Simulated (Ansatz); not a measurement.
Set up this calculation in Ansatz 0.2.0, as the native input.

* Task: band structure
* Functional: PBEsol
* Potentials or basis: all-electron LAPW, scalar-relativistic
* Cutoff: 154 eV (chosen from the basis error)
* Basis error allowed: 0.001 eV/atom
* k mesh: 9 × 9 × 9
* Occupations: fermi-dirac, width 0.05 eV
* Spin: no spin polarisation

The system is Pb.

```
Pb
1.0
     0.00000    2.47502    2.47502
     2.47502    0.00000    2.47502
     2.47502    2.47502    0.00000
Pb
1
Direct
  0.00000 0.00000 0.00000
```

These files were run (other wordings do the same):

input.yaml

```yaml
crystal:
  lattice:
    - [0.0, 2.47502, 2.47502]
    - [2.47502, 0.0, 2.47502]
    - [2.47502, 2.47502, 0.0]
  atoms:
    - { symbol: Pb, position: [0.0, 0.0, 0.0] }
kpoints:
  mp_grid: { grid: [9, 9, 9] }
  band_path:
    path:
      - [0.0, 0.0, 0.0]
      - [0.5, 0.0, 0.5]
      - [0.5, 0.25, 0.75]
      - [0.375, 0.375, 0.75]
      - [0.0, 0.0, 0.0]
      - [0.5, 0.5, 0.5]
      - [0.625, 0.25, 0.625]
      - [0.5, 0.25, 0.75]
    npoints: 12
scf:
  occupations: { method: fermi_dirac, width: 0.05 }
hamiltonian:
  xc: pbesol
  pseudopotentials: { kind: all_electron, lapw: { basis_error: 0.001 } }
output:
  forces: true
  stress: true
  eigenvalues: true
```

Potentials or basis: all-electron LAPW, scalar-relativistic.

Run with:

```sh
$ ansatz run input.yaml --threads 1 --pin off --max-ram 3072MiB --backend cpu --events-out ev --progress --plain --runs-dir out
```

Results of the run:

- Pressure: -0.6 GPa
- Band gap along the path: none (metal or under the smearing width)

Caveat: spin-orbit coupling is left out, which moves the levels of the heavy elements.

Wall time 4.8 s on 1 thread of Arm Neoverse V2 (shared host), peak memory 0.23 GiB.
